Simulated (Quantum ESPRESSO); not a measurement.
Ce under changes of volume

One of the cells (34.371 Å³/atom); the others are scaled copies at fixed shape and fractional positions:

```
CELL_PARAMETERS angstrom
0.00000 2.58060 2.58060
2.58060 0.00000 2.58060
2.58060 2.58060 0.00000
ATOMIC_POSITIONS crystal
Ce 0.00000 0.00000 0.00000
```

```yaml
Program: Quantum ESPRESSO 7.5
Functional: rev-vdW-DF2
Potentials_or_basis: SSSP 1.3 efficiency PBE
Cutoff: 748 eV
Density_cutoff: 5987 eV
k_mesh: 9 × 9 × 9
Occupations: fermi-dirac, width 0.05 eV
Spin: collinear spin, ferromagnetic start
Starting_moments: "[1.0] μB"
```

| volume (Å³/atom) | energy over the lowest point (meV/atom) | pressure (GPa) | moment (μB per cell) |
| --- | --- | --- | --- |
| 32.309 | 0.00 | -5.8 | 0.66 |
| 32.996 | ? | ? | ? |
| 33.684 | 51.06 | -5.9 | 0.89 |
| 34.371 | 77.19 | -6.0 | 0.97 |
| 35.058 | 103.69 | -6.0 | 1.04 |
| 35.746 | 130.40 | -6.1 | 1.11 |
| 36.433 | 157.09 | -6.1 | 1.17 |

**Question.** What does the run at 32.996 Å³/atom give?

**Answer.** Energy over the lowest point 25.37 meV/atom; pressure -5.8 GPa; moment 0.80 μB per cell.

Worked out: A Birch-Murnaghan fit of order 3 (a polynomial in V^(-2/3)) to the other rows has no minimum within the range. It gives 25.22 meV/atom at 32.996 Å³/atom, against the run's 25.37, and -dE/dV = -6.0 GPa, against -5.8. A parabola through the other rows of the moment, of slope 0.158 μB per Å³/atom there, gives 0.78 μB, against the run's 0.80.

Energies are extrapolated to zero smearing.

Caveats: the potentials were made for another functional, which shifts forces and pressure; the magnetic or orbital state may not be the lowest.
